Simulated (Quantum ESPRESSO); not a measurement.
# LiF (Griceite): zone-centre phonons, part 2 of 2

Which modes does LiF (Griceite) have at the zone centre?

Quantum ESPRESSO 7.5; DFT LDA, scalar-relativistic, plane waves, PseudoDojo norm-conserving pseudopotentials.

So far. Step 2 (A first look): A gap of 8.9 eV opens on this mesh, so the crystal is taken as an insulator; the start stands at -6.7 GPa. Step 4 (Ground state): The cell stands at -0.016 GPa, close enough for phonons. The relaxed cell has a = 3.905 Å (conventional setting).

### 5. Linear response at Γ

At q = 0 one unit cell holds all displacements; symmetry groups them into irreducible representations that are solved one by one. The response to a field gives ε∞ and the Born charges, which polar modes need.

The input, ph.in:

```
phonons
&inputph
   prefix = 'x'
   outdir = './tmp'
   fildyn = 'g.dyn'
   tr2_ph = 1.0d-18
   epsil = .true.
/
0.000000000000 0.000000000000 0.000000000000
```

Launch:

```sh
OMP_NUM_THREADS=1 mpirun -n 4 ph.x -nk 4 -in ph.in > ph.out
```

The program printed:

```text
[banners, grids, parts of the stress and lines that vanish by symmetry left out]
[banner, memory and clock lines left out]
Program PHONON v.7.5

     ./tmp/x.save/

     IMPORTANT: XC functional enforced from input :
     Exchange-correlation= PW
                           (   1   4   0   0   0   0   0)
     Any further DFT definition will be discarded
     Please, verify this is what you really want

     G-vector sticks info

     Reading collected, re-writing distributed wavefunctions in ./tmp/

     Number and degeneracy of irreps per q-point
       N         xq(1)         xq(2)         xq(3)   N irreps
       1   0.000000000   0.000000000   0.000000000       2
        3   3

     Calculation of q =    0.0000000   0.0000000   0.0000000

     phonons

     bravais-lattice index     =            0
     lattice parameter (alat)  =       5.2180  a.u.
     unit-cell volume          =     100.4585 (a.u.)^3
     number of atoms/cell      =            2
     number of atomic types    =            2
     kinetic-energy cut-off    =      84.0000  Ry
     charge density cut-off    =     336.0000  Ry
     convergence threshold     =      1.0E-18
     beta                      =       0.7000
     number of iterations used =            4
     Exchange-correlation= PW
                           (   1   4   0   0   0   0   0)

     celldm(1)=    5.21796  celldm(2)=    0.00000  celldm(3)=    0.00000
     celldm(4)=    0.00000  celldm(5)=    0.00000  celldm(6)=    0.00000

     crystal axes: (cart. coord. in units of alat)
               a(1) = (  0.0000  0.7071  0.7071 )
               a(2) = (  0.7071  0.0000  0.7071 )
               a(3) = (  0.7071  0.7071  0.0000 )

     reciprocal axes: (cart. coord. in units 2 pi/alat)
               b(1) = ( -0.7071  0.7071  0.7071 )
               b(2) = (  0.7071 -0.7071  0.7071 )
               b(3) = (  0.7071  0.7071 -0.7071 )

     Atoms inside the unit cell:

     Cartesian axes

     site n.  atom      mass           positions (alat units)
        1  Li      6.9400   tau(    1) = (    0.00000    0.00000    0.00000  )
        2  F      18.9984   tau(    2) = (    0.70711    0.70711    0.70711  )

     Computing dynamical matrix for
                    q = (   0.0000000   0.0000000   0.0000000 )

     49 Sym.Ops. (with q -> -q+G )

     G cutoff =  231.7291  (  10417 G-vectors)     FFT grid: ( 32, 32, 32)
     number of k points=    29
                       cart. coord. in units 2pi/alat
        k(    1) = (   0.0000000   0.0000000   0.0000000), wk =   0.0039062
        k(    2) = (   0.0883883   0.0883883  -0.0883883), wk =   0.0312500
        k(    3) = (   0.1767767   0.1767767  -0.1767767), wk =   0.0312500
        [... further k-points left out ...]

     PseudoPot. # 1 for Li read from file:
     ./pseudo/Li.upf
     Pseudo is Norm-conserving, Zval =  3.0
     Using radial grid of 1944 points,  4 beta functions with:
                l(1) =   0
                l(2) =   0
                l(3) =   1
                l(4) =   1

     PseudoPot. # 2 for F  read from file:
     ./pseudo/F.upf
     Pseudo is Norm-conserving + core correction, Zval =  7.0
     Using radial grid of  824 points,  5 beta functions with:
                l(1) =   0
                l(2) =   0
                l(3) =   1
                l(4) =   1
                l(5) =   2

     Mode symmetry, O_h (m-3m)  point group:

     Electric field:
     Dielectric constant
     Born effective charges as d Force / d E

     Atomic displacements:
     There are    2 irreducible representations

     Representation     1      3 modes -  To be done

     Representation     2      3 modes -  To be done

     Alpha used in Ewald sum =   2.8000

     Electric Fields Calculation

      iter #   1   av.it.:   5.7
      thresh= 1.000E-02 alpha_mix =  0.700 |ddv_scf|^2 =  1.214E-08

      iter #   2   av.it.:  10.0
      thresh= 1.102E-05 alpha_mix =  0.700 |ddv_scf|^2 =  1.804E-10

      iter #   3   av.it.:   9.9
      thresh= 1.343E-06 alpha_mix =  0.700 |ddv_scf|^2 =  9.055E-12

      iter #   4   av.it.:   9.9
      thresh= 3.009E-07 alpha_mix =  0.700 |ddv_scf|^2 =  1.169E-13

      iter #   5   av.it.:  10.0
      thresh= 3.419E-08 alpha_mix =  0.700 |ddv_scf|^2 =  1.396E-16

      iter #   6   av.it.:  10.1
      thresh= 1.181E-09 alpha_mix =  0.700 |ddv_scf|^2 =  1.144E-19

     End of electric fields calculation

          Dielectric constant in cartesian axis

          (       2.113504055       0.000000000      -0.000000000 )
          (       0.000000000       2.113504055       0.000000000 )
          (       0.000000000       0.000000000       2.113504055 )

          Effective charges (d Force / dE) in cartesian axis without acoustic sum rule applied (asr)

           atom    1  Li    Mean Z*:        1.04182
      Ex  (        1.04182        0.00000       -0.00000 )
      Ey  (        0.00000        1.04182       -0.00000 )
      Ez  (        0.00000       -0.00000        1.04182 )
           atom    2  F     Mean Z*:       -1.04144
      Ex  (       -1.04144        0.00000       -0.00000 )
      Ey  (        0.00000       -1.04144        0.00000 )
      Ez  (       -0.00000        0.00000       -1.04144 )

          Effective charges Sum: Mean:        0.00038
              0.00038        0.00000       -0.00000
              0.00000        0.00038        0.00000
             -0.00000        0.00000        0.00038

          Effective charges (d Force / dE) in cartesian axis with asr applied:
           atom    1  Li    Mean Z*:        1.04163
      E*x (        1.04163       -0.00000       -0.00000 )
      E*y (       -0.00000        1.04163       -0.00000 )
      E*z (        0.00000       -0.00000        1.04163 )
           atom    2  F     Mean Z*:       -1.04163
      E*x (       -1.04163        0.00000        0.00000 )
      E*y (        0.00000       -1.04163        0.00000 )
      E*z (       -0.00000        0.00000       -1.04163 )

     Representation #   1 modes #   1   2   3

     Self-consistent Calculation

      iter #   1   av.it.:   6.8
      thresh= 1.000E-02 alpha_mix =  0.700 |ddv_scf|^2 =  2.707E-06

      iter #   2   av.it.:  10.4
      thresh= 1.645E-04 alpha_mix =  0.700 |ddv_scf|^2 =  2.541E-09

      iter #   3   av.it.:  10.5
      thresh= 5.041E-06 alpha_mix =  0.700 |ddv_scf|^2 =  1.800E-10

      iter #   4   av.it.:  10.7
      thresh= 1.342E-06 alpha_mix =  0.700 |ddv_scf|^2 =  1.208E-12

      iter #   5   av.it.:  10.3
      thresh= 1.099E-07 alpha_mix =  0.700 |ddv_scf|^2 =  3.262E-15

      iter #   6   av.it.:  10.4
      thresh= 5.712E-09 alpha_mix =  0.700 |ddv_scf|^2 =  1.155E-17

      iter #   7   av.it.:  10.2
      thresh= 3.398E-10 alpha_mix =  0.700 |ddv_scf|^2 =  3.873E-19

     End of self-consistent calculation

     Convergence has been achieved

     Representation #   2 modes #   4   5   6

     Self-consistent Calculation

      iter #   1   av.it.:   5.0
      thresh= 1.000E-02 alpha_mix =  0.700 |ddv_scf|^2 =  2.768E-07

      iter #   2   av.it.:   9.7
      thresh= 5.261E-05 alpha_mix =  0.700 |ddv_scf|^2 =  9.466E-09

      iter #   3   av.it.:  10.2
      thresh= 9.729E-06 alpha_mix =  0.700 |ddv_scf|^2 =  1.235E-11

      iter #   4   av.it.:  10.5
      thresh= 3.515E-07 alpha_mix =  0.700 |ddv_scf|^2 =  4.212E-13

      iter #   5   av.it.:  10.4
      thresh= 6.490E-08 alpha_mix =  0.700 |ddv_scf|^2 =  2.537E-15

      iter #   6   av.it.:  10.7
      thresh= 5.036E-09 alpha_mix =  0.700 |ddv_scf|^2 =  1.603E-18

      iter #   7   av.it.:  10.5
      thresh= 1.266E-10 alpha_mix =  0.700 |ddv_scf|^2 =  1.273E-19

     End of self-consistent calculation

     Convergence has been achieved

     Number of q in the star =    1
     List of q in the star:
          1   0.000000000   0.000000000   0.000000000

          Dielectric constant in cartesian axis

          (       2.113504055       0.000000000      -0.000000000 )
          (       0.000000000       2.113504055       0.000000000 )
          (       0.000000000       0.000000000       2.113504055 )

          Effective charges (d Force / dE) in cartesian axis without acoustic sum rule applied (asr)

           atom    1  Li    Mean Z*:        1.04182
      Ex  (        1.04182        0.00000       -0.00000 )
      Ey  (        0.00000        1.04182       -0.00000 )
      Ez  (        0.00000       -0.00000        1.04182 )
           atom    2  F     Mean Z*:       -1.04144
      Ex  (       -1.04144        0.00000       -0.00000 )
      Ey  (        0.00000       -1.04144        0.00000 )
      Ez  (       -0.00000        0.00000       -1.04144 )

          Effective charges Sum: Mean:        0.00038
              0.00038        0.00000       -0.00000
              0.00000        0.00038        0.00000
             -0.00000        0.00000        0.00038

          Effective charges (d Force / dE) in cartesian axis with asr applied:
           atom    1  Li    Mean Z*:        1.04163
      E*x (        1.04163       -0.00000       -0.00000 )
      E*y (       -0.00000        1.04163       -0.00000 )
      E*z (        0.00000       -0.00000        1.04163 )
           atom    2  F     Mean Z*:       -1.04163
      E*x (       -1.04163        0.00000        0.00000 )
      E*y (        0.00000       -1.04163        0.00000 )
      E*z (       -0.00000        0.00000       -1.04163 )

     Diagonalizing the dynamical matrix

     q = (    0.000000000   0.000000000   0.000000000 )

 **************************************************************************
     freq (    1) =       0.099490 [THz] =       3.318617 [cm-1]
     freq (    2) =       0.099490 [THz] =       3.318617 [cm-1]
     freq (    3) =       0.099490 [THz] =       3.318617 [cm-1]
     freq (    4) =      10.278650 [THz] =     342.858854 [cm-1]
     freq (    5) =      10.278650 [THz] =     342.858854 [cm-1]
     freq (    6) =      10.278650 [THz] =     342.858854 [cm-1]
 **************************************************************************

     Mode symmetry, O_h (m-3m)  point group:

     freq (   1-   3) =          3.3  [cm-1]   --> T_1u G_15  G_4- I
     freq (   4-   6) =        342.9  [cm-1]   --> T_1u G_15  G_4- I
```

It took 67 s on 4 MPI ranks of Intel Xeon at 2.50GHz (Skylake/Cascade Lake), shared host; 2.9 min of CPU time.

Numbers from this step:

```yaml
miss_of_the_charge_sum_rule: 3.80e-4 e
largest_acoustic_frequency_at_the_zone_centre_before_the_sum_rule: 3.32 cm⁻¹
highest_optical_zone_centre_mode_no_lo_to_term: 342.9 cm⁻¹
lowest_optical_zone_centre_mode: 342.9 cm⁻¹
mean_high_frequency_dielectric_constant: 2.114
largest_born_charge_in_size_third_of_the_trace: 1.042 e
```

Born charge (rows field, columns displacement), before the sum rule (e), principal values of the symmetric part by kind of site:

| atom | atoms with these values | low | middle | high | mean |
| --- | --- | --- | --- | --- | --- |
| Li1 | 1 | 1.04 | 1.04 | 1.04 | 1.04 |
| F2 | 1 | -1.04 | -1.04 | -1.04 | -1.04 |

In full for Li1:

```
1.04 0.00 0.00
0.00 1.04 0.00
0.00 0.00 1.04
```

High-frequency dielectric tensor:

```
2.11 0.00 0.00
0.00 2.11 0.00
0.00 0.00 2.11
```

The acoustic modes at Γ come out as far as 3.3 cm⁻¹ from zero, where they should vanish, a small numerical error; the Born charges miss their sum rule by 3.8e-4 e, which is good.

### 6. Zone-centre analysis

A rigid shift of the crystal must cost nothing, but grids and finite bases break this; the acoustic sum rule is imposed before the matrix is diagonalised again. With Born charges the intensities follow, and the static dielectric tensor.

The input, dynmat.in:

```
&input
   fildyn = 'g.dyn'
   asr = 'simple'
   fileig = 'dynmat.eig'
   lperm = .true.
/
```

Launch:

```sh
dynmat.x -in dynmat.in > dynmat.out
```

The program printed:

```text
[banner, memory and clock lines left out]
Program DYNMAT v.7.5

     Reading Dynamical Matrix from file g.dyn
     ...Force constants read
     ...epsilon and Z* read
     A direction for q was not specified:TO-LO splitting will be absent

     Polarizability (A^3 units)
     multiply by 0.729305 for Clausius-Mossotti correction
         1.319083    0.000000    0.000000
         0.000000    1.319083    0.000000
        -0.000000    0.000000    1.319083

     IR activities are in (D/A)^2/amu units

# mode   [cm-1]    [THz]      IR
    1     -0.00   -0.0000    0.0000
    2      0.00    0.0000    0.0000
    3      0.00    0.0000    0.0000
    4    342.86   10.2785    4.9245
    5    342.86   10.2785    4.9245
    6    342.86   10.2785    4.9245

Electronic dielectric permittivity tensor (relative, adimensional)
         2.113504    0.000000    0.000000
         0.000000    2.113504    0.000000
        -0.000000    0.000000    2.113504

 ... with zone-center polar mode contributions
         8.115624   -0.000000    0.000000
        -0.000000    8.115624    0.000000
         0.000000    0.000000    8.115624
```

Run time: 0.84 s. Hardware: 1 thread.

Numbers from this step:

```yaml
mean_static_dielectric_constant: 8.116
```

Unit eigenvectors of the mass-weighted matrix after the sum rule; no LO-TO term. Modes at Γ, with each element's share of the kinetic energy:

| mode | frequency (cm⁻¹) | symmetry | Li % | F % |
| --- | --- | --- | --- | --- |
| 1 | 0.0 | acoustic | 27 | 73 |
| 2 | 0.0 | acoustic | 27 | 73 |
| 3 | 0.0 | acoustic | 27 | 73 |
| 4 | 342.9 | T1u | 73 | 27 |
| 5 | 342.9 | T1u | 73 | 27 |
| 6 | 342.9 | T1u | 73 | 27 |

Displacements in mode 5 (342.9 cm⁻¹), the largest set to 1:
```
Li1  0.00  0.00  1.00
F2   0.00  0.00 -0.37
```

Degenerate modes summed, no LO-TO term. Lines of the infrared spectrum (strongest = 100):

| position (cm⁻¹) | lines merged | label | IR intensity, relative |
| --- | --- | --- | --- |
| 343 | 3 | T1u | 100 |

Static dielectric tensor (ions relaxed, fixed cell):

```
8.12 0.00 0.00
0.00 8.12 0.00
0.00 0.00 8.12
```

The rule moves no optical mode by more than 0.1 cm⁻¹.

### 7. Modes along a direction of q (1 0 0)

A longitudinal polar mode sets up a macroscopic field that stiffens it; the term hangs on the direction from which q goes to zero.

The input, dynmat.in:

```
&input
   fildyn = 'g.dyn'
   asr = 'simple'
   fileig = 'dynmat.eig'
   q(1) = 1.0
   q(2) = 0.0
   q(3) = 0.0
/
```

Launch:

```sh
dynmat.x -in dynmat.in > dynmat.out
```

The program printed:

```text
[banner, memory and clock lines left out]
Program DYNMAT v.7.5

     Reading Dynamical Matrix from file g.dyn
     ...Force constants read
     ...epsilon and Z* read

     Polarizability (A^3 units)
     multiply by 0.729305 for Clausius-Mossotti correction
         1.319083    0.000000    0.000000
         0.000000    1.319083    0.000000
        -0.000000    0.000000    1.319083

     IR activities are in (D/A)^2/amu units

# mode   [cm-1]    [THz]      IR
    1     -0.00   -0.0000    0.0000
    2      0.00    0.0000    0.0000
    3      0.00    0.0000    0.0000
    4    342.86   10.2785    4.9245
    5    342.86   10.2785    4.9245
    6    671.85   20.1414    4.9245
```

The job ended after 1.3 s (1 thread).

This step gave:

| Quantity | Value |
| --- | --- |
| highest mode moved by the LO-TO term | 671.9 cm⁻¹ |

Zone-centre frequencies as printed; negative means imaginary. Modes:

| mode | frequency (cm⁻¹) |
| --- | --- |
| 1 | 0 |
| 2 | 0 |
| 3 | 0 |
| 4 | 342.9 |
| 5 | 342.9 |
| 6 | 671.9 |

The field moves one mode, from 343 to 672 cm⁻¹; the others stay.

### 8. Results

| Quantity | Value |
| --- | --- |
| space group after relaxation | Fm-3m |
| volume per atom | 7.44 Å³ |
| gap on the k-mesh | 9.75 eV |
| highest optical zone-centre mode (no LO-TO term) | 342.9 cm⁻¹ |
| highest mode moved by the LO-TO term | 671.9 cm⁻¹ |
| mean high-frequency dielectric constant | 2.11 |
| largest Born charge in size (third of the trace) | 1.04 e |
| mean static dielectric constant | 8.12 |
| imaginary optical modes at the zone centre (no q mesh in this session) | none |

In words: At the LDA level the optical modes of LiF (Griceite) at the zone centre (no LO-TO term) lie at 343 cm⁻¹. Along the directions run, the highest mode that the macroscopic field moves lies at 672 cm⁻¹. Lattice motion raises the mean dielectric constant from 2.114 to 8.116. The Born charge of Li is 1.042 e against a formal charge of +1, close to the ionic value. The Lyddane-Sachs-Teller relation holds: (ωLO/ωTO)² is 3.84 and ε₀/ε∞ is 3.84. Left out of this account: PBE with PseudoDojo NC, since it is gradient-corrected and no frozen-mode check or second program bears its response out; PBEsol with PseudoDojo NC, since it is gradient-corrected and no frozen-mode check or second program bears its response out. What is said of the levels holds for those shown. These are harmonic frequencies at zero temperature: anharmonic shifts and linewidths and thermal expansion are left out.

[Host names and launcher messages were left out of these logs when they were recorded.]

[Logs are printed without paths, hosts, clocks, repeated set-up lines and the standing remarks that a program may print on its own settings, such as how far it seeks lower states.]

[Hosts, paths, dates, database ids (printed as entryN), source tags and the programs' standing remarks are cut or masked in the printed files.]
